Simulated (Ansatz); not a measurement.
SiO₂ (P4_12_12)

Level of theory: DFT PBE, scalar-relativistic, plane waves, PAW in Ansatz.

Cutoff 420 eV; k points 6×6×4 on the computed 12-atom cell (Γ-centred); Gaussian smearing, width 0.02 eV; no spin polarisation.

The structure is relaxed at this level of theory with its symmetry kept. This form isn't the usual stable structure of the compound, though it has been observed.

It takes space group P4_12_12 (No. 92, tetragonal). Conventional cell: a = 5.084 Å, b = 5.084 Å, c = 7.101 Å, α = 90.00°, β = 90.00°, γ = 90.00°. Si (site symmetry 2) has 4 O at 1.62 to 1.63 Å as nearest neighbours. O (site symmetry 1) is surrounded by 2 Si at 1.62 to 1.63 Å.

* Volume per atom: 15.29 Å³
* Formation energy from the elements' standard states (uncorrected): -2.783 eV/atom
* Kohn–Sham band gap: 5.51 eV
* Löwdin character of the top 1 eV of the valence band: O 2p 97 %
* Löwdin character of the lowest 1 eV of the conduction band: Si 3s 41 %, O 2s 20 %, Si 3p 16 %, unprojected 18 %